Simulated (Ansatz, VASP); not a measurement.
## One calculation of Cu, two programs

INCAR

```
  PREC = Accurate
  ENCUT = 520
  EDIFF = 1E-6
  ISMEAR = -1
  SIGMA = 0.1
  LREAL = F
  LASPH = T
  NELM = 60
  ALGO = Normal
  ISIF = 2
  LWAVE = F
  LCHARG = F
  GGA = PE
  NBANDS = 18
```

The input KPOINTS:

```
Automatic mesh
0
Gamma
  14 14 10
```

POSCAR

```
Cu
1.0
    1.8147994277      1.8147994277      0.0000000000
   -1.8147994277      1.8147994277      0.0000000000
    0.0000000000      0.0000000000      3.6295988554
Cu
2
Direct
    0.0000000000      0.0000000000      0.0000000000
    0.5000000000      0.5000000000      0.5000000000
```

Input for Ansatz:

```yaml
crystal:
  lattice:
    - [1.8147994277, 1.8147994277, 0.0]
    - [-1.8147994277, 1.8147994277, 0.0]
    - [0.0, 0.0, 3.6295988554]
  atoms:
    - { symbol: Cu, position: [0.0, 0.0, 0.0] }
    - { symbol: Cu, position: [0.5, 0.5, 0.5] }
kpoints:
  mp_grid: { grid: [14, 14, 10] }
scf:
  occupations: { method: fermi_dirac, width: 0.1 }
hamiltonian:
  xc: pbe
  pseudopotentials: { kind: paw }
output:
  forces: true
  stress: true
  eigenvalues: true
```

Alike in both runs: task single point; functional PBE; k mesh 14 × 14 × 10; occupations fermi-dirac, width 0.1 eV; no spin polarisation.

|  | VASP | Ansatz |
| --- | --- | --- |
| version | VASP 6.6.1 | Ansatz 0.2.0 |
| potentials or method | VASP PAW PBE potentials, release 64 (Cu) | PAW with Ansatz's default frozen-core files, scalar-relativistic |
| plane-wave cutoff (eV) | 520 | 420 |
| valence electrons in the cell | 22 | 38 |

|  | VASP | Ansatz | Ansatz less VASP |
| --- | --- | --- | --- |
| pressure (GPa) | 0.8 | 0.0 | -0.80 |

The two sets of potentials don't hold the same shells in valence.

Caveats: the real-space grid breaks the cell's symmetry a little (VASP).
